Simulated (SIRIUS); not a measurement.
# SnSe2 (P-3m1) in SIRIUS: single point with PBEsol

Aim: the single point of SnSe2 with PBEsol.

Everything below comes from runs of SIRIUS 7.12.0. Logs are shortened: lines on timing, memory, paths and dates and some standing lists are left out, and cuts for length are marked. The log counts tension as positive stress, the text compression.

**1. The undisturbed crystal**

It takes space group P-3m1 (No. 164, trigonal). The conventional cell has a = 3.811 Å, b = 3.811 Å, c = 6.136 Å, α = 90.00°, β = 90.00°, γ = 120.00°. Sn (site symmetry -3m) has 6 Se at 2.68 Å as nearest neighbours. Around Se (site symmetry 3m) lie 3 Sn at 2.68 Å.

**2. Single point, PBEsol (atoms moved at random, drawn with an rms of 0.05 Å)**

sirius.json reads:

```json
{
  "control": {
    "processing_unit": "cpu",
    "verbosity": 2,
    "num_bands_to_print": 33,
    "print_forces": true,
    "print_stress": true
  },
  "parameters": {
    "electronic_structure_method": "pseudopotential",
    "xc_functionals": ["XC_GGA_X_PBE_SOL", "XC_GGA_C_PBE_SOL"],
    "gk_cutoff": 9.3,
    "pw_cutoff": 18.6,
    "ngridk": [8, 8, 5],
    "shiftk": [0, 0, 0],
    "smearing": "fermi_dirac",
    "smearing_width": 0.0018374661,
    "num_bands": 33,
    "num_mag_dims": 0,
    "num_dft_iter": 100,
    "energy_tol": 1e-08,
    "density_tol": 1e-06
  },
  "iterative_solver": {
    "type": "davidson",
    "min_tolerance": 1e-10
  },
  "mixer": {
    "type": "anderson",
    "beta": 0.7,
    "max_history": 8
  },
  "settings": {
    "tol_ne": 1e-10,
    "pseudo_grid_cutoff": 6.5
  },
  "unit_cell": {
    "lattice_vectors": [
      [7.201746260949, 0.0, 0.0],
      [-3.600873130474, 6.236895213549, 0.0],
      [0.0, 0.0, 11.595359500704]
    ],
    "atom_coordinate_units": "lattice",
    "atom_types": ["Sn", "Se"],
    "atom_files": {
      "Sn": "Sn.json",
      "Se": "Se.json"
    },
    "atoms": {
      "Sn": [
        [-0.003073, -0.004042, -0.001879]
      ],
      "Se": [
        [0.668986, 0.342353, 0.749469],
        [0.33318, 0.668456, 0.253169]
      ]
    }
  }
}
```

Potentials or basis: PseudoDojo 0.4.1 PBEsol standard (scalar relativistic).

Started as:

```sh
upf_to_json Sn.upf
upf_to_json Se.upf
OMP_NUM_THREADS=4 sirius.scf --input=sirius.json --output=out.json --task=0
```

Standard output:

```text
[info] SIRIUS version : 7.12.0
[info] number of MPI ranks           : 1
[info] MPI grid                      : 1 1
[info] maximum number of OMP threads : 4
[fft] FFT context for density and potential
[fft] =====================================
[fft]   comm size                             : 1
[fft]   plane wave cutoff                     : 18.6
[fft]   grid size                             : 45 45 72   total : 145800
[fft]   grid limits                           : -22 22   -22 22   -35 36
[fft]   number of G-vectors within the cutoff : 28295
[fft]   local number of G-vectors             : 28295
[fft]   number of G-shells                    : 2824
[fft] FFT context for coarse grid
[fft] =====================================
[fft]   comm size                             : 1
[fft]   plane wave cutoff                     : 18.6
[fft]   grid size                             : 45 45 72   total : 145800
[fft]   grid limits                           : -22 22   -22 22   -35 36
[fft]   number of G-vectors within the cutoff : 28295
[fft]   local number of G-vectors             : 28295
[fft]   number of G-shells                    : 2824
[unit cell] lattice vectors
[unit cell]   a1 :       7.2017462609      0.0000000000      0.0000000000
[unit cell]   a2 :      -3.6008731305      6.2368952135      0.0000000000
[unit cell]   a3 :       0.0000000000      0.0000000000     11.5953595007
[unit cell] reciprocal lattice vectors
[unit cell]   b1 :       0.8724530245      0.5037109886     -0.0000000000
[unit cell]   b2 :       0.0000000000      1.0074219771      0.0000000000
[unit cell]   b3 :       0.0000000000     -0.0000000000      0.5418706774
[unit cell] unit cell volume :       520.82339154 [a.u.^3]
[unit cell] 1/sqrt(omega)    :         0.04381822
[unit cell] MT volume        :         0.00000000 ( 0.00%)
[unit cell] IT volume        :       520.82339154 (100.00%)
[unit cell] number of atom types : 2
[unit cell] type id : 0 symbol : Sn mt_radius :  16.270000 num_atoms : 1
[unit cell] type id : 1 symbol : Se mt_radius :  11.970000 num_atoms : 2
[unit cell] total number of atoms : 3
[unit cell] number of symmetry classes : 3
[unit cell] number of PAW atoms : 0
[unit cell] atom id  type id  class id             position                      vector_field
[unit cell] ------------------------------------------------------------------------------------------
[unit cell]      0        0        0     -0.00307  -0.00404  -0.00188      0.00000   0.00000   0.00000
[unit cell]      1        1        1      0.66899   0.34235   0.74947      0.00000   0.00000   0.00000
[unit cell]      2        1        2      0.33318   0.66846   0.25317      0.00000   0.00000   0.00000
[unit cell] atom id         position (Cartesian, a.u.)
[unit cell] ---------------------------------------------
[unit cell]      0      -0.007576   -0.025210   -0.021788
[unit cell]      1       3.585098    2.135220    8.690362
[unit cell]      2      -0.007547    4.169090    2.935586
[unit cell] class id : 0 atom id : 0
[unit cell] class id : 1 atom id : 1
[unit cell] class id : 2 atom id : 2
[unit cell] minimum bond length:     4.993049
[unit cell] total number of pseudo wave-functions: 27
[sym] space group number   : 1
[sym] international symbol : P1
[sym] Hall symbol          : P 1
[sym] space group transformation matrix :
[sym]   1.0000 -1.0000  0.0000
[sym]   1.0000  0.0000  0.0000
[sym]   0.0000  0.0000  1.0000
[sym] space group origin shift :
[sym]   0.0000  0.0000  0.0000
[sym] number of space group operations  : 1
[... 302 lines left out ...]
[diagonalize] Lowest band energies
[diagonalize] ik:    0   -1.414940   -1.414898   -1.413245   -1.412778   -1.412321   -1.411160   -1.411155   -1.409591   -1.409524   -1.409002   -0.468367   -0.468216   -0.466825   -0.466332   -0.466325   -0.203225   -0.138396    0.084241    0.284130    0.288645    0.297462    0.299126    0.310641    0.346105    0.417619    0.478364    0.481871    0.606755    0.638435    0.640261    0.657448    0.679207    0.703070
[diagonalize] ik:    1   -1.414937   -1.414897   -1.413245   -1.412778   -1.412319   -1.411159   -1.411152   -1.409592   -1.409525   -1.409001   -0.468548   -0.468095   -0.466677   -0.466460   -0.466296   -0.197493   -0.134713    0.085442    0.233542    0.265130    0.269203    0.306993    0.311449    0.385391    0.442760    0.470874    0.491371    0.590594    0.618181    0.645297    0.652754    0.664781    0.694346
[diagonalize] ik:    2   -1.414932   -1.414894   -1.413246   -1.412780   -1.412315   -1.411158   -1.411145   -1.409594   -1.409525   -1.408997   -0.469279   -0.467713   -0.466854   -0.466161   -0.466088   -0.181183   -0.126076    0.081215    0.178533    0.223998    0.239163    0.302650    0.307000    0.382001    0.452053    0.506734    0.516431    0.549580    0.610698    0.661558    0.665879    0.692036    0.730314
[diagonalize] ik:    3   -1.414927   -1.414891   -1.413247   -1.412782   -1.412311   -1.411158   -1.411137   -1.409596   -1.409526   -1.408993   -0.470077   -0.467524   -0.467131   -0.465729   -0.465648   -0.158184   -0.120098    0.059328    0.154930    0.200566    0.220528    0.280281    0.302471    0.358813    0.450839    0.508688    0.514500    0.559694    0.652702    0.680310    0.724094    0.759495    0.761466
[diagonalize] ik:    4   -1.414925   -1.414889   -1.413247   -1.412783   -1.412309   -1.411157   -1.411134   -1.409596   -1.409526   -1.408991   -0.470416   -0.467494   -0.467239   -0.465516   -0.465449   -0.142542   -0.122257    0.045679    0.146388    0.202401    0.213927    0.263165    0.300266    0.351872    0.446097    0.504861    0.508920    0.571574    0.674394    0.704149    0.752118    0.777331    0.784017
[diagonalize] ...
[diagonalize] ik:  157   -1.414926   -1.414894   -1.413246   -1.412782   -1.412312   -1.411157   -1.411140   -1.409595   -1.409526   -1.408994   -0.469530   -0.467847   -0.466899   -0.466212   -0.465629   -0.161401   -0.128305    0.071948    0.159776    0.210680    0.227856    0.275209    0.291635    0.384391    0.472016    0.510426    0.521155    0.545515    0.631919    0.645205    0.677895    0.713308    0.765310
[diagonalize] ik:  158   -1.414924   -1.414890   -1.413247   -1.412783   -1.412309   -1.411156   -1.411135   -1.409596   -1.409527   -1.408991   -0.470050   -0.467796   -0.467055   -0.465785   -0.465448   -0.141025   -0.123291    0.045856    0.136669    0.195035    0.219742    0.278351    0.295903    0.365687    0.471056    0.502170    0.518011    0.538065    0.645243    0.687791    0.707466    0.730968    0.789833
[diagonalize] ik:  159   -1.414926   -1.414888   -1.413248   -1.412782   -1.412309   -1.411155   -1.411136   -1.409596   -1.409527   -1.408991   -0.470092   -0.467764   -0.467051   -0.465744   -0.465486   -0.141071   -0.123023    0.044033    0.140506    0.191911    0.224515    0.275590    0.294235    0.358641    0.484885    0.502485    0.517377    0.543517    0.627218    0.694364    0.703071    0.731409    0.787031
[diagonalize] ik:  160   -1.414931   -1.414888   -1.413247   -1.412780   -1.412313   -1.411155   -1.411142   -1.409594   -1.409527   -1.408994   -0.469649   -0.467744   -0.466886   -0.466159   -0.465682   -0.161348   -0.128048    0.068727    0.168372    0.202722    0.240055    0.263421    0.292237    0.373343    0.488038    0.508285    0.534271    0.558025    0.605195    0.644891    0.662993    0.726114    0.751707
[diagonalize] ik:  161   -1.414936   -1.414891   -1.413246   -1.412779   -1.412317   -1.411156   -1.411150   -1.409592   -1.409526   -1.408998   -0.469053   -0.467821   -0.466651   -0.466441   -0.466129   -0.180715   -0.138596    0.096775    0.206464    0.225806    0.250933    0.276506    0.291308    0.393159    0.465277    0.509760    0.521920    0.551904    0.605504    0.639925    0.659793    0.696678    0.747441
[find] Charges and magnetic moments
[find] --------------------------------------------------------------------------------
[find] total charge          : 46.000000
[find] Energy
[find] --------------------------------------------------------------------------------
[find] valence_eval_sum               :     -30.99676196
[find] <rho|V^{XC}>                   :     -46.46296303
[find] <rho|E^{XC}>                   :     -69.80981901
[find] <mag|B^{XC}>                   :       0.00000000
[find] <rho|V^{H}>                    :     190.54566377
[find] one-electron contribution      :    -175.07946270 (Ha),    -350.15892539 (Ry)
[find] hartree contribution           :      95.27283189
[find] xc contribution                :     -69.80981901
[find] ewald contribution             :    -171.26848167
[find] PAW contribution               :       0.00000000
[find] smearing (-TS)                 :      -0.00000235
[find] SCF correction                 :       0.00000198
[find] Total energy                   :    -320.88492951 (Ha),    -641.76985902 (Ry)
[find] Free energy (E-TS)             :    -320.88493186 (Ha),    -641.76986373 (Ry)
[find] band gap (eV)                  :       0.65715553
[find] Efermi                         :       0.32464188
[find] iteration : 14, RMS (target) : 5.5873e-07 (1.0000e-06) , energy difference (target) : -1.4990e-10 (1.0000e-08)
[find] bands are converged : true
[find] iterative solver converged : false
[find] converged after 15 SCF iterations!
[find] Charges and magnetic moments
[find] --------------------------------------------------------------------------------
[find] total charge          : 46.000000
[find] Energy
[find] --------------------------------------------------------------------------------
[find] valence_eval_sum               :     -30.99676196
[find] <rho|V^{XC}>                   :     -46.46296303
[find] <rho|E^{XC}>                   :     -69.80981901
[find] <mag|B^{XC}>                   :       0.00000000
[find] <rho|V^{H}>                    :     190.54566377
[find] one-electron contribution      :    -175.07946270 (Ha),    -350.15892539 (Ry)
[find] hartree contribution           :      95.27283189
[find] xc contribution                :     -69.80981901
[find] ewald contribution             :    -171.26848167
[find] PAW contribution               :       0.00000000
[find] smearing (-TS)                 :      -0.00000235
[find] SCF correction                 :       0.00000198
[find] Total energy                   :    -320.88492951 (Ha),    -641.76985902 (Ry)
[find] Free energy (E-TS)             :    -320.88493186 (Ha),    -641.76986373 (Ry)
[find] band gap (eV)                  :       0.65715553
[find] Efermi                         :       0.32464188
[ground_state] === stress tensor components [kbar] ===
[ground_state] === stress_kin ===
[ground_state] -76755.541923    1.077973   -0.370899
[ground_state]     1.077973-76743.747632    2.367845
[ground_state]    -0.370899    2.367845-76872.604991
[ground_state] === stress_har ===
[ground_state] -21392.610203  -14.800068   11.441444
[ground_state]   -14.800068-21552.691009  -76.028770
[ground_state]    11.441444  -76.028770-10873.770015
[ground_state] === stress_ewald ===
[ground_state] 27896.865915  -29.731533   22.449418
[ground_state]   -29.73153327569.895369 -149.981861
[ground_state]    22.449418 -149.98186141281.812594
[ground_state] === stress_vloc ===
[ground_state] 11558.473667   43.079499  -33.101940
[ground_state]    43.07949912028.982610  220.842542
[ground_state]   -33.101940  220.842542-12208.070668
[ground_state] === stress_xc ===
[ground_state] -12978.383695   -0.001258    0.005297
[ground_state]    -0.001258-12978.401958   -0.043332
[ground_state]     0.005297   -0.043332-12978.660242
[ground_state] === stress_core ===
[ground_state] 22027.453250   -0.013866    0.008314
[ground_state]    -0.01386622027.299674   -0.052597
[ground_state]     0.008314   -0.05259722029.004008
[ground_state] === stress_nonloc ===
[ground_state] 49628.273220    0.252949    0.081128
[ground_state]     0.25294949630.858237   -0.768058
[ground_state]     0.081128   -0.76805849593.654126
[ground_state] === stress_us_nl ===
[ground_state] 49628.273220    0.252949    0.081128
[ground_state]     0.25294949630.858237   -0.768058
[ground_state]     0.081128   -0.76805849593.654126
[ground_state] === stress_total ===
[ground_state]   -15.469769   -0.136302    0.512762
[ground_state]    -0.136302  -17.804710   -3.664230
[ground_state]     0.512762   -3.664230  -28.635188
[ground_state] ==== total Forces in Ha/bohr =====
[ground_state] atom:    0, force:      -0.0002429      0.0040213      0.0062040
[ground_state] atom:    1, force:       0.0003135     -0.0033304     -0.0119981
[ground_state] atom:    2, force:      -0.0000697     -0.0006911      0.0058007
[ground_state] ==== ultrasoft contribution from Qij =====
[ground_state] atom:    0, force:       0.0000000      0.0000000      0.0000000
[ground_state] atom:    1, force:       0.0000000      0.0000000      0.0000000
[ground_state] atom:    2, force:       0.0000000      0.0000000      0.0000000
[ground_state] ==== non-local contribution from Beta-projector =====
[ground_state] atom:    0, force:      -0.0002388      0.0038541     -0.0028333
[ground_state] atom:    1, force:      -0.0008209      0.0094950      0.3017161
[ground_state] atom:    2, force:      -0.0001803      0.0053768     -0.2928859
[ground_state] ==== contribution from local potential =====
[ground_state] atom:    0, force:       0.0140959     -0.2227084     -0.1246794
[ground_state] atom:    1, force:      -0.0155845      0.1598583     10.9685158
[ground_state] atom:    2, force:       0.0027404      0.0439689    -10.8495368
[ground_state] ==== contribution from core density =====
[ground_state] atom:    0, force:      -0.0000220      0.0003275     -0.0004794
[ground_state] atom:    1, force:       0.0000058     -0.0000923     -0.0062963
[ground_state] atom:    2, force:       0.0000052     -0.0000796      0.0064847
[ground_state] ==== Ewald forces from ions =====
[ground_state] atom:    0, force:      -0.0140781      0.2225483      0.1341962
[ground_state] atom:    1, force:       0.0167131     -0.1725911    -11.2759336
[ground_state] atom:    2, force:      -0.0026350     -0.0499572     11.1417374
[~DFT_ground_state] local op. applied: 169670
[~DFT_ground_state] evp. work count: 20595
[~DFT_ground_state] number of iterative solver steps: 7189
```

Run time: 3.4 min. Hardware: 4 threads of AMD EPYC 9R45 (Zen 5), shared host; peak memory 2.9 GiB.

Results:

```yaml
Free_energy: -8731.7238 eV
Pressure: 2.1 GPa
Largest_force: 0.640 eV/Å
Band_gap_on_the_k_mesh: 0.66 eV
```

Forces in eV/Å, atoms in the order of the input:
```
Sn  -0.012  0.207  0.319
Se   0.016 -0.171 -0.617
Se  -0.004 -0.036  0.298
```

Stress tensor (GPa, compression positive):
```
 1.55  0.01 -0.05
 0.01  1.78  0.37
-0.05  0.37  2.86
```

Caveat: spin-orbit coupling is left out, which moves the levels of the heavy elements; an odd mesh through Γ misses points on the zone boundary, where band edges often lie.
